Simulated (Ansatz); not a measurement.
**Al$_{2}$Ru: how the free axis answers a strain**

Al$_{2}$Ru, I4/mmm, a = 3.121 Å, c = 8.423 Å. The structure is a Materials Project entry; whether it is the stable form wasn't checked. Ansatz: PBEsol, PAW, 420 eV, Γ-centred 12×12×4 mesh on 6 atoms, Gaussian smearing 0.10 eV; no spin polarisation. Series: biaxial strain in the a-b plane, c and atoms relaxed; x is the strain in per cent. y is the change of c in per cent of 8.423 Å.

```
x (%) y (%)
 -3.0      ?
 -2.0   1.79
 -1.0   0.85
  0.0   0.00
  1.0  -0.80
  2.0  -1.54
  3.0  -2.21
```

**Question.** Fit y = c1 x + c2 x² to the other rows, say what c1 measures, and predict the missing y.

**Answer.** Least squares on the rows shown. y = −0.8306 x + 0.03120 x². With no stress along c, c1 = −2C13/C33 = -0.831. At x = -3.0 the fit asked for gives 2.77 %. The run gave 2.82 %, so the fit is 0.05 % too low, 0.99 % of the span of the series, against an rms of 0.006 % on the fitted rows. The row lies outside the fitted range. With a term in x³ added, a fit to the same known rows predicts 2.78 %, no real gain.